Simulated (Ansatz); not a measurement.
# Al: moving Al off its site

Al, Im-3m, a = 3.235 Å. This isn't the element's structure at ambient conditions. Ansatz: PBE, PAW, 420 eV, Γ-centred 14×14×14 mesh on 8 atoms, Gaussian smearing 0.15 eV; no spin polarisation.

```
Al
1.0
    -3.23502   -3.23502    3.23502
    -3.23502    3.23502   -3.23502
     3.23502   -3.23502   -3.23502
Al
8
Direct
  0.50000 0.50000 0.50000
  0.00000 0.50000 0.50000
  0.50000 0.00000 0.50000
  0.00000 0.00000 0.50000
  0.50000 0.50000 0.00000
  0.00000 0.50000 0.00000
  0.50000 0.00000 0.00000
  0.00000 0.00000 0.00000
```

Atom 1 (Al) moves by x along the unit vector (1.000, 0.000, 0.000), with its periodic images; all else is held. y is the free energy of the cell over the start, F the force along the path summed over the moved atoms.

| x (Å) | y (meV) | F (eV/Å) |
| --- | --- | --- |
| -0.450 | ? | ? |
| -0.270 | 144.8 | 1.08 |
| -0.090 | 16.0 | 0.36 |
| 0.000 | 0.0 | 0.00 |
| 0.180 | 64.1 | -0.71 |
| 0.360 | 258.8 | -1.46 |

**Question.** Fit y = c2 x² + c3 x³ + c4 x⁴ to the energies of the other rows, give the force constant, and predict energy and force of the missing row.

**Answer.** Least squares on the rows shown. y = 1972.4 x² − 0.24655 x³ + 190.07 x⁴. The force constant is 2 c2 = 3.94 eV/Å² (for all images moving together, not for a lone atom). The force −dy/dx at the missing row is 1.84 eV/Å (computed 1.85). At x = -0.450 the fit asked for gives 407.2 meV. The run gave 407.4 meV, so the fit is 0.2 meV too low, a small miss on the scale of the series. The form still works here, 29 % of the fitted range beyond its end.

Cost: 6 runs of about 3.8 core-minutes in all, on Intel Xeon Platinum 8259CL (Skylake/Cascade Lake) (shared hosts).